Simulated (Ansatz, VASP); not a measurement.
# Ga3Sb3H8 (GaSb wire along [110], 6 atoms a period, H-terminated) in two plane-wave programs

Wanted: the spread between two codes on one cell, functional and k mesh. The structure shown is the start of the Ansatz relaxation below; VASP solves that cell, so the two are compared at the walk's first step.

Calculated with Ansatz 0.2.0; plane waves, with VASP 6.6.1 beside it; single point at PBE.

## 1. The structure

The cell holds 14 atoms: 3 Sb, 8 H and 3 Ga. Cell: a = 13.380 Å, b = 14.049 Å, c = 4.391 Å, α = 90.0°, β = 90.0°, γ = 90.0°. Vacuum lies along a and b. The structure's axis is c.

## 2. Ansatz: relaxation, PBE

Ansatz runs on its PAW soft_1 files.

The two programs are compared at the cell with which this relaxation starts, whose forces are those of its first step.

File input.yaml:

```yaml
crystal:
  lattice:
    - [13.38, 0.0, 0.0]
    - [0.0, 14.049, 0.0]
    - [0.0, 0.0, 4.3911331112]
  atoms:
    - { symbol: Sb, position: [0.438319389, 0.656274619, 0.0] }
    - { symbol: H, position: [0.513832317, 0.757980721, 0.0] }
    - { symbol: Ga, position: [0.554350779, 0.499995414, 0.0] }
    - { symbol: H, position: [0.254110613, 0.251890129, 0.5] }
    - { symbol: H, position: [0.254110613, 0.435542289, 0.5] }
    - { symbol: H, position: [0.254110613, 0.748100699, 0.5] }
    - { symbol: H, position: [0.254110613, 0.564448539, 0.5] }
    - { symbol: Ga, position: [0.322287999, 0.343716209, 0.5] }
    - { symbol: Ga, position: [0.322287999, 0.656274619, 0.5] }
    - { symbol: Sb, position: [0.670382169, 0.499995414, 0.5] }
    - { symbol: H, position: [0.745895097, 0.398289313, 0.5] }
    - { symbol: H, position: [0.745895097, 0.601701515, 0.5] }
    - { symbol: Sb, position: [0.438319389, 0.343716209, 0.0] }
    - { symbol: H, position: [0.513832317, 0.242010107, 0.0] }
kpoints:
  mp_grid: { grid: [1, 1, 19] }
scf:
  occupations: { method: fermi_dirac, width: 0.05 }
hamiltonian:
  xc: pbe
  pseudopotentials: { kind: paw, azcp: { folder: soft_1 } }
relax:
  cell: { fix: [a, b, alpha, beta, gamma] }
  max_steps: 45
  f_tol: 0.03
```

On the command line:

```sh
$ ansatz run input.yaml --threads 4 --pin off --max-ram 16384MiB --backend cpu --events-out ev --progress --plain --runs-dir out
```

Numbers of over 12 decimals in the logs are rounded to 6 here.

Output:

```text
Engine: ansatz 0.2.0, x86_64-unknown-linux-gnu
Pseudopotentials: kind: paw
Pseudopotential: Sb, paw, valence charge 15, recommended cutoff 420 eV (normal), soft_1/Sb.paw.azcp
Pseudopotential: H, paw, valence charge 1, recommended cutoff 420 eV (normal), soft_1/H.paw.azcp
Pseudopotential: Ga, paw, valence charge 13, recommended cutoff 420 eV (normal), soft_1/Ga.paw.azcp
Functional definition: PBE
  parameter kappa = 0.804
  parameter beta = 0.066725
  exchange = pbe_x(kappa = kappa, mu = beta*pi^2/3)
  correlation = pbe_c(beta = beta)
Crystal: 14 atoms, lattice volume = 825.426 Å³
Basis set: ecut = 420 eV, 16169 PW (Γ), exchange–correlation on 180×192×60 points (8 copies of the dense FFT grid, shifted against one another)
Bands: 60, of which v1, the nominal top of the filled ones, is band 46 counted from 1 (45 counted from 0)
Symmetry: 4 space group operations
Space group: Pmm2 (ITA 25), of the structure as read, at distance tolerance 9.4e-5 Å
k-points: 10 of 19
Non-local potential: Sb, projectors of the file, l = 0: 2, l = 1: 2, l = 2: 2, l = 3: 1
Non-local potential: H, projectors of the file, l = 0: 2, l = 1: 1
Non-local potential: Ga, projectors of the file, l = 0: 2, l = 1: 2, l = 2: 3, l = 3: 1
PAW form: soft (Blöchl's): semilocal exchange-correlation on the pseudo side does not see the compensation charge
PAW one-centre angular grid: Sb, 590 points (default); XC on 64 Gauss nodes
PAW one-centre angular grid: H, 110 points (default); XC on 64 Gauss nodes
PAW one-centre angular grid: Ga, 590 points (default); XC on 64 Gauss nodes
Initial density: superposition of atomic densities (neutral atoms: chi_scale 0, normalization atom)
Initial wavefunctions: pseudopotential atomic-orbital guess
Functional: x = pbe(κ = 0.804, μ = 0.219515), c = pbe(β = 0.066725)
SCF iter   1: F=—  HF=-30929.602558 eV  |F-HF|=—  |Δ(HF+E_count)|=         —  Δρ=3.04e-2  dr2=8.81e0  ethr=3.10e-3  ⟨swp⟩=8.4  Hψ=2792  notcnv=0  defer=5
preconditioner: auto → Resta (q_TF=auto, 1.893 Å⁻¹)  ε∞=1.6  [insulator: Δε(μ)=1.991 eV  Ē_g=13.287 eV  σ=0.050 eV  W_gap=1.00  n_scr=94 (ndim 8)  ℏωp=10.2 eV  f_vac=0.609  D(μ)=0.00/eV (n_scr^D=0)  ε∞_Penn≈1.6  vacuum switching on, ρ_ref=1.3e-2 e/Å³]
SCF iter   2: F=—  HF=-30927.287224 eV  |F-HF|=—  |Δ(HF+E_count)|=    2.32e0  Δρ=1.19e-2  dr2=1.44e0  ethr=3.10e-3  ⟨swp⟩=3.3  Hψ=944  notcnv=0  defer=80
SCF iter   3: F=—  HF=-30927.006016 eV  |F-HF|=—  |Δ(HF+E_count)|=   2.81e-1  Δρ=4.92e-3  dr2=3.46e-1  ethr=1.57e-3  ⟨swp⟩=3.2  Hψ=882  notcnv=0  defer=88
SCF iter   4: F=—  HF=-30926.941274 eV  |F-HF|=—  |Δ(HF+E_count)|=   6.47e-2  Δρ=1.21e-3  dr2=1.65e-2  ethr=3.76e-4  ⟨swp⟩=3.3  Hψ=754  notcnv=0  defer=88
SCF iter   5: F=—  HF=-30926.940701 eV  |F-HF|=—  |Δ(HF+E_count)|=   5.73e-4  Δρ=5.77e-4  dr2=1.43e-3  ethr=1.80e-5  ⟨swp⟩=2.6  Hψ=1067  notcnv=0  defer=84
SCF iter   6: F=—  HF=-30926.941002 eV  |F-HF|=—  |Δ(HF+E_count)|=   3.01e-4  Δρ=1.99e-4  dr2=1.74e-4  ethr=1.55e-6  ⟨swp⟩=2.0  Hψ=825  notcnv=0  defer=84
SCF iter   7: F=—  HF=-30926.941132 eV  |F-HF|=—  |Δ(HF+E_count)|=   1.30e-4  Δρ=3.67e-5  dr2=1.49e-5  ethr=1.89e-7  ⟨swp⟩=2.0  Hψ=825  notcnv=0  defer=84
SCF iter   8: F=—  HF=-30926.941086 eV  |F-HF|=—  |Δ(HF+E_count)|=   4.61e-5  Δρ=1.22e-5  dr2=1.79e-6  ethr=1.62e-8  ⟨swp⟩=2.0  Hψ=840  notcnv=0  defer=84
SCF iter   9: F=—  HF=-30926.941088 eV  |F-HF|=—  |Δ(HF+E_count)|=   1.30e-6  Δρ=4.97e-6  dr2=2.87e-7  ethr=1.94e-9  ⟨swp⟩=2.0  Hψ=825  notcnv=0  defer=84
SCF iter  10: F=-30926.941088 eV  HF=-30926.941088 eV  |F-HF|=2.00e-8  |Δ(HF+E_count)|=   2.72e-7  Δρ=1.50e-6  dr2=4.43e-8  ethr=1.09e-10  ⟨swp⟩=5.0  Hψ=2168  notcnv=0
SCF 1 converged in 10 iterations: F = -30926.941088 eV  dr2 = 4.43e-8
  greatest PAW one-centre occupation: 0.995 electrons in one spin orbital (limit 2), on the Sb atom at site 9 (counted from 0), in its partial waves of l = 2
relax step   1: F+E_penalty+E_count = -30926.94108786 eV  Δ(F+E_penalty+E_count) = +0.000e0 eV  max|allowed force component| = 6.896e-1 eV/Å  Δτ_max = 0.0000 Å  P = -0.243 GPa  Ω = 825.426 Å³  fix = [a, b, alpha, beta, gamma]  reactions: a -0.455, b -0.477 GPa  (10 SCF iters, dr2 threshold 1.00e-7 eV, accepted)
[...]
relax step   9: F+E_penalty+E_count = -30927.48883687 eV  Δ(F+E_penalty+E_count) = -7.803e-4 eV  max|allowed force component| = 3.284e-2 eV/Å  Δτ_max = 0.0548 Å  P = -0.003 GPa  Ω = 842.261 Å³  energy of the carried Pulay correction = -2.018e-3 eV  fix = [a, b, alpha, beta, gamma]  reactions: a -0.013, b -0.008 GPa  (7 SCF iters, dr2 threshold 1.17e-7 eV, accepted)
[...]
relax step  10: F+E_penalty+E_count = -30927.48915805 eV  Δ(F+E_penalty+E_count) = -3.212e-4 eV  max|allowed force component| = 1.412e-2 eV/Å  Δτ_max = 0.0339 Å  P = -0.003 GPa  Ω = 842.377 Å³  energy of the carried Pulay correction = -2.032e-3 eV  fix = [a, b, alpha, beta, gamma]  reactions: a -0.022, b +0.006 GPa  (6 SCF iters, dr2 threshold 6.74e-8 eV, accepted)
[...]
relax step  11: F+E_penalty+E_count = -30927.49131601 eV  Δ(F+E_penalty+E_count) = -2.158e-3 eV  max|allowed force component| = 1.422e-2 eV/Å  Δτ_max = 0.0000 Å  P = -0.001 GPa  Ω = 842.377 Å³  fix = [a, b, alpha, beta, gamma]  reactions: a -0.021, b +0.006 GPa  stress off target by 1.16e-2 GPa on what of the cell is left free  SCF on the basis re-selected at this cell (its energy is not comparable with the rows above)  (7 SCF iters)
basis re-selected at this cell: Δ(F+E_penalty+E_count) = -2.158e-3 eV, ΔP = +0.002 GPa vs the last step (what re-selecting the basis moved, of the pressure what is left beyond the Pulay correction that the steps carried, after the strain that the cell walked since its last selection, with what the two solves' SCF thresholds leave and, on support functions, any second-order correction that the steps lacked; it is no m [...]
SCF converged after 7 iterations
Free energy (F): -30927.491316 eV
Harris-Foulkes:  -30927.491316 eV  (|F-HF|=2.91e-9)
Internal energy: -30927.491316 eV  (E = F + TS)
E sigma→0 (E₀):  -30927.491316 eV
Fermi energy:    -1.806564 eV
--- Per-component energies (eV) ---
  E_band       = -1632.401130
  E_kinetic    = 924.008586
  E_local      = -30522.722979  (includes V_loc(G=0)·N_el)
  E_nonlocal   = 898.722903
  E_hartree    = 14948.911233
  E_xc         = -549.734786
  E_vxc        = -521.541034  (∫ρ·V_xc dr)
  E_paw        = -19616.292141  (= ΣΔE_a)
  E_vpaw       = -2308.683030  (= ΣTr[D̂ρ^β])
  E_aug_tail   = -0.007662  (compensation charges beyond the density's cutoff)
  E_ewald      = 2989.623530
  E_smearing   = -0.000000  (= −TS)
  E_closure    = 0.000000  (closes the sum)
  Σ components = -30927.491316   (vs F -30927.491316, Δ=0.00e0)
--- Forces (eV/Å), atoms counted from 1 ---
  atom   1  Sb     0.00378699    -0.00016443    -0.00000000
  atom   2  H     -0.01422054    -0.00536059     0.00000000
  atom   3  Ga    -0.00281144     0.00000000     0.00000000
  atom   4  H     -0.00539366     0.00366125     0.00000000
  atom   5  H      0.01153410    -0.00513305    -0.00000000
  atom   6  H     -0.00539366    -0.00366125     0.00000000
  atom   7  H      0.01153410     0.00513305    -0.00000000
  atom   8  Ga     0.00213313    -0.01350871     0.00000000
  atom   9  Ga     0.00213313     0.01350871    -0.00000000
  atom  10  Sb    -0.00981623     0.00000000     0.00000000
  atom  11  H      0.00847441     0.00621890    -0.00000000
  atom  12  H      0.00847441    -0.00621890    -0.00000000
  atom  13  Sb     0.00378699     0.00016443    -0.00000000
  atom  14  H     -0.01422054     0.00536059     0.00000000
  max |Σ_I F_I| component: 1.17e-6 eV/Å
--- Stress (GPa, compression-positive) ---
       -0.020943       0.000000       0.000000
        0.000000       0.006300       0.000000
        0.000000       0.000000       0.011553
  P = ⅓ Tr σ = -0.0010 GPa (-0.010 kbar)
--- Relaxed structure (10 steps of the walk, 10 accepted, 1 SCFs on fresh bases) ---
  F+E_penalty+E_count = -30927.49131601 eV   max|allowed force component| = 1.422e-2 eV/Å   (the final SCF, on the basis selected at the relaxed cell)
  cell:  # Å, volume = 842.3775 Å³
    - [13.38, 0, 0]
    - [0, 14.049, 0]
    - [0, 0, 4.481312]
  atoms:
    - { symbol: Sb, position: [0.430233, 0.661595, 0.0] }
    - { symbol: H, position: [0.529797, 0.738575, 0.0] }
    - { symbol: Ga, position: [0.530836, 0.499995, 0] }
    - { symbol: H, position: [0.303916, 0.194641, 0.5] }
    - { symbol: H, position: [0.238302, 0.382211, 0.5] }
    - { symbol: H, position: [0.303916, 0.805350, 0.5] }
    - { symbol: H, position: [0.238302, 0.617780, 0.5] }
    - { symbol: Ga, position: [0.321737, 0.304535, 0.5] }
    - { symbol: Ga, position: [0.321737, 0.695456, 0.5] }
    - { symbol: Sb, position: [0.644546, 0.499995, 0.5] }
    - { symbol: H, position: [0.729247, 0.408698, 0.5] }
    - { symbol: H, position: [0.729247, 0.591293, 0.5] }
    - { symbol: Sb, position: [0.430233, 0.338396, 0.0] }
    - { symbol: H, position: [0.529797, 0.261416, 0.0] }
```

Reading the cycles: dr2 is the Hartree energy of the density residual (eV), the measure of convergence; HF is the Harris–Foulkes estimate of the energy, which meets the free energy F at convergence.

[end of part 1 of 2]

[Lines on the potential files, build, host, timing and source positions are cut from VASP's logs without a mark.]

[Logs are printed without paths, hosts, clocks, repeated set-up lines and the standing remarks that a program may print on its own settings, such as how far it seeks lower states.]

[Hosts, paths, dates, database ids (printed as entryN), source tags and the programs' standing remarks are cut or masked in the printed files.]
